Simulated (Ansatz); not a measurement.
# P (R-3m): compression over a wide range

One table from this session's results is given with a row withheld; the runs are named, their logs left out.

Program: Ansatz 0.2.0. Level of theory: DFT r²SCAN, scalar-relativistic, plane waves, PAW. These are calculated values, not measurements.

The runs add the D3(BJ) dispersion term to the functional named.

### The system as given

It takes space group R-3m (No. 166, trigonal). The conventional cell has a = 3.444 Å, b = 3.444 Å, c = 9.026 Å, α = 90.00°, β = 90.00°, γ = 120.00°. P (site symmetry 3m) has 3 P at 2.29 Å as nearest neighbours.

Structure file:

```
CELL_PARAMETERS angstrom
1.72189 0.99414 3.00853
-1.72189 0.99414 3.00853
0.00000 -1.98827 3.00853
ATOMIC_POSITIONS crystal
P 0.23005 0.23005 0.23005
P 0.76995 0.76995 0.76995
```

This cell comes from an earlier session at r²SCAN: 15.450 Å³/atom at 0.08 GPa, on a 16×16×16 mesh.

The first run:

Input file input.yaml:

```yaml
crystal:
  lattice:
    - [1.6986217751, 0.9806997391, 2.967869871]
    - [-1.6986217751, 0.9806997391, 2.967869871]
    - [0.0, -1.9613994783, 2.967869871]
  atoms:
    - { symbol: P, position: [0.2300537837, 0.2300537837, 0.2300537837] }
    - { symbol: P, position: [0.7699462163, 0.7699462163, 0.7699462163] }
basis:
  ecutwfc: 500
  ecutrho_ratio: 4
kpoints:
  mp_grid: { grid: [16, 16, 16] }
hamiltonian:
  xc: r2scan
  dispersion: d3bj
scf:
  occupations: { method: gaussian, width: 0.05 }
output:
  forces: true
  stress: true
  eigenvalues: true
relax:
  f_tol: 0.01
  max_steps: 40
  cell: { stress_tol: 0.1, fix: [volume] }
```

Run with:

```bash
ansatz run input.yaml --threads 1 --pin off --max-ram 2560MiB --backend cpu --events-out ev --progress --plain --runs-dir out
```

Steps of the session up to this table: Volume × 0.96; Volume × 1.04; Volume × 0.92; Volume × 0.88; Volume × 0.84; Volume × 0.8; Volume × 0.76; Volume × 0.72; Volume × 0.68; Volume × 0.64.

One of the session's tables, all rows but one given; the rest of the session is left out.

It belongs to the step «The curve». 

| volume (Å³/atom) | energy above the lowest (meV/atom) | pressure (GPa) |
| --- | --- | --- |
| 9.888 | 1011.9 | 98.5 |
| 10.506 | 681.7 | 73.0 |
| 11.124 | 442.2 | 52.4 |
| 11.742 | 275.3 | 37.0 |
| 12.360 | 158.2 | 24.1 |
| 12.978 | ? | ? |
| 13.596 | 42.0 | 7.8 |
| 14.214 | 20.0 | 5.6 |
| 14.832 | 4.7 | 2.3 |
| 15.450 | 0.0 | 0.1 |
| 16.068 | 4.2 | -2.0 |

Q: Estimate the row for volume (Å³/atom) = 12.978 from the others.

Worked estimate for «energy above the lowest (meV/atom)». A straight line through the neighbours (12.360, 158.2) and (13.596, 42.0) gives 158.2 + (42.0 − 158.2) × (12.978 − 12.360) / (13.596 − 12.360) = 100.1; a parabola fitted to 4 rows on both sides gives 84.2.

The run gave: energy above the lowest (meV/atom): 85.0; pressure (GPa): 14.9. In «energy above the lowest (meV/atom)» the line misses by +15.1 and the parabola by -0.8.

Caveats from the session: Other structures may be lower in enthalpy at these pressures. Warnings in the runs' records: dispersion damping borrowed.
